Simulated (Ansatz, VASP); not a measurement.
**One calculation of BAs, two programs**

INCAR

```
PREC = Accurate ; ENCUT = 520
EDIFF = 1E-6 ; ISMEAR = 0
SIGMA = 0.05 ; LREAL = False
LASPH = True ; NELM = 100
ALGO = Normal ; ISIF = 2
LWAVE = False ; LCHARG = False
GGA = PS ; NBANDS = 11
```

File KPOINTS:

```
regular mesh
0
Gamma
  10 10 10
```

POSCAR

```
BAs
1.0
    0.0000000000      2.3885000000      2.3885000000
    2.3885000000      0.0000000000      2.3885000000
    2.3885000000      2.3885000000      0.0000000000
B As
1 1
Direct
    0.0000000000      0.0000000000      0.0000000000
    0.7500000000      0.7500000000      0.7500000000
```

Input for Ansatz:

```yaml
crystal:
  lattice:
    - [0.0, 2.3885, 2.3885]
    - [2.3885, 0.0, 2.3885]
    - [2.3885, 2.3885, 0.0]
  atoms:
    - { symbol: B, position: [0.0, 0.0, 0.0] }
    - { symbol: As, position: [0.75, 0.75, 0.75] }
basis:
  ecutwfc: 420
kpoints:
  mp_grid: { grid: [10, 10, 10] }
hamiltonian:
  xc: pbesol
scf:
  occupations: { method: gaussian, width: 0.05 }
output:
  forces: true
  stress: true
  eigenvalues: true
```

Alike in both runs: task single point; functional PBEsol; k mesh 10 × 10 × 10; occupations gaussian, width 0.05 eV; no spin polarisation.

|  | VASP | Ansatz |
| --- | --- | --- |
| version | VASP 6.6.1 | Ansatz 0.2.0 |
| potentials or method | VASP PAW PBE potentials, release 64 (B, As) | scalar-relativistic, plane waves, PAW |
| plane-wave cutoff (eV) | 520 | 420 |
| valence electrons in the cell | 8 | 18 |

```csv
,VASP,Ansatz,Ansatz less VASP
gap on the k mesh at the Fermi level (eV),1.08,1.09,+0.009
least direct gap on the mesh (eV),3.24,3.24,+0.004
pressure (GPa),0.1,-0.8,-0.85
```

The two sets of potentials don't hold the same shells in valence.

Caveats: the PAW data sets were made with another functional, which shifts forces and pressure a little (VASP). Expect the measured gap to be larger: semilocal functionals such as PBEsol lack the derivative discontinuity. A k mesh can miss the band edges.
